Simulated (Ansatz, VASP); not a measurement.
# Two plane-wave programs on HfO2

File POSCAR:

```
HfO2
1.0
    0.0000000000      2.5575000000      2.5575000000
    2.5575000000      0.0000000000      2.5575000000
    2.5575000000      2.5575000000      0.0000000000
Hf O
1 2
Direct
    0.0000000000      0.0000000000      0.0000000000
    0.7500000000      0.7500000000      0.7500000000
    0.2500000000      0.2500000000      0.2500000000
```

Contents of INCAR.step1:

```
SYSTEM = HfO2
PREC = Accurate
ENCUT = 600
EDIFF = 1E-5
ISMEAR = -1
SIGMA = 0.05
LREAL = .FALSE.
LASPH = .TRUE.
NELM = 100
ALGO = Normal
LWAVE = .TRUE.
LCHARG = .FALSE.
GGA = PE
NBANDS = 18
```

File INCAR.step2:

```
SYSTEM = HfO2
PREC = Accurate
ENCUT = 600
EDIFF = 1E-6
ISMEAR = -1
SIGMA = 0.05
LREAL = .FALSE.
LASPH = .TRUE.
NELM = 100
ALGO = Normal
ISIF = 3
LWAVE = .FALSE.
LCHARG = .FALSE.
GGA = B5
LHFCALC = .TRUE.
AEXX = 0.2
AGGAX = 0.72
AGGAC = 0.81
ALDAC = 0.19
PRECFOCK = Normal
HFRCUT = -1
IBRION = 2
NSW = 60
EDIFFG = -0.01
ISTART = 1
```

KPOINTS

```
Automatic mesh
0
G
  5 5 5
  0 0 0
```

File input.yaml:

```yaml
crystal:
  lattice:
    - [0.0, 2.5575, 2.5575]
    - [2.5575, 0.0, 2.5575]
    - [2.5575, 2.5575, 0.0]
  atoms:
    - { symbol: Hf, position: [0.0, 0.0, 0.0] }
    - { symbol: O, position: [0.75, 0.75, 0.75] }
    - { symbol: O, position: [0.25, 0.25, 0.25] }
hamiltonian:
  xc: b3lyp5
  pseudopotentials: { kind: paw }
kpoints:
  mp_grid: { grid: [5, 5, 5] }
scf:
  occupations: { method: fermi_dirac, width: 0.05 }
output:
  forces: true
  stress: true
relax:
  f_tol: 0.01
  max_steps: 40
  cell: { stress_tol: 0.05 }
```

Measurements of this composition are mostly on another form, of space group No. 14.

Alike in both runs: task relaxation of cell and atoms; functional B3LYP5; k mesh 5 × 5 × 5; occupations fermi-dirac, width 0.05 eV; no spin polarisation.

|  | VASP | Ansatz |
| --- | --- | --- |
| version | VASP 6.6.1 | Ansatz 0.2.0 |
| potentials or method | VASP PAW PBE potentials, release 64 (Hf_pv, O) | Ansatz PAW |
| plane-wave cutoff (eV) | 600 | 420 |
| valence electrons in the cell | 22 | 38 |

```csv
,VASP,Ansatz,Ansatz less VASP
"gap on the k mesh at the Fermi level, each at its own relaxed structure (eV)",5.97,5.99,+0.022
relaxed volume (Å³/atom),10.88,11.05,+0.170
relaxed cell length with the largest relative difference (Å),3.587,3.606,+0.0186
energy change over the relaxation (meV/atom),-5,-1,+4.5
```

The two sets of potentials don't hold the same shells in valence.

Caveats: the k mesh is coarse (spacing up to 0.43 Å⁻¹), so the values aren't converged, least of all with exact exchange; spin-orbit coupling is left out, which moves the levels of the heavy elements; the PAW data sets were made with another functional, which shifts forces and pressure a little (VASP); an odd mesh through Γ misses points on the zone boundary, where band edges often lie (VASP); odd divisions of the mesh miss points on the zone boundary, where band edges often lie, so the gap on the mesh can be too wide (Ansatz); the plane-wave basis is chosen anew once the cell has moved, so the energies of steps on either side of that aren't comparable (Ansatz); the pressure holds a Pulay correction of +0.8 GPa for the finite cutoff (Ansatz).
